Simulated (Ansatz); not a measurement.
# BaSnO3: pressure series

Take BaSnO3 in the cubic perovskite structure (space group Pm-3m, No. 221; a = 4.1761 Å) as the base.

Cell and atoms are relaxed at each pressure.

Calculations: PBE (Ansatz, a quantum-chemistry and plane-wave program), no spin-orbit coupling.

Candidates:
(a) pressure 9 GPa
(b) pressure −2 GPa
(c) pressure 30 GPa
(d) pressure 60 GPa
(e) pressure 1.8 GPa

Base values:

| Property | Value |
|---|---|
| Smallest direct gap | 0.97 eV |

Q: Order them by smallest direct gap, highest first.

A: (d) pressure 60 GPa (4.25 eV), (c) pressure 30 GPa (2.91 eV), (a) pressure 9 GPa (1.67 eV), (e) pressure 1.8 GPa (1.12 eV), (b) pressure −2 GPa (0.79 eV)

Load acts through the strain it causes; cell and atoms are relaxed under it. Whether these cells are dynamically stable was not tested. Competing high-pressure phases were not computed.
